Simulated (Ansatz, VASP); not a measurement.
**Two plane-wave programs on AlN**

```
Al N
1.0
    16.80000    0.00000    0.00000
     0.00000    9.30000    0.00000
     0.00000    0.00000    5.42576
Al N
6 6
Direct
  0.71248 0.50000 0.37185
  0.54285 0.50000 0.32412
  0.64405 0.50000 0.82003
  0.35595 0.50000 0.32003
  0.45715 0.50000 0.82412
  0.28752 0.50000 0.87185
  0.63577 0.50000 0.15182
  0.73929 0.50000 0.67664
  0.45115 0.50000 0.15554
  0.54885 0.50000 0.65554
  0.26071 0.50000 0.17664
  0.36423 0.50000 0.65182
```

Alike in both runs: functional PBEsol; k mesh 1 × 1 × 6; occupations gaussian, width 0.05 eV; no spin polarisation.

Ansatz relaxed the structure, and its values are those at the end. VASP's run is a single point on that final structure, the one shown.

```csv
,VASP,Ansatz
version,VASP 6.6.1,Ansatz 0.2.0
potentials or method,"VASP PAW PBE potentials, release 64 (Al, N)","scalar-relativistic, plane waves, PAW"
plane-wave cutoff (eV),520,420
valence electrons in the cell,48,48
```

Ansatz gave:

| Quantity | Value |
| --- | --- |
| gap on the k mesh at the Fermi level (eV) | 1.87 |
| least direct gap on the mesh (eV) | 1.87 |
| rms of the force components (eV/Å) | 0.005 |

Which values does VASP return?

gap on the k mesh at the Fermi level (eV): 1.87; least direct gap on the mesh (eV): 1.87; rms of the force components (eV/Å): 0.025.

The functional is the same, so the differences come from potentials, cutoffs and numerics. Ansatz warned: «xc_potential_rough_in_thin_density».

Caveats: the PAW data sets were made with another functional, which shifts forces and pressure a little (VASP). A hybrid or GW would open this gap; PBEsol tends to underestimate it.
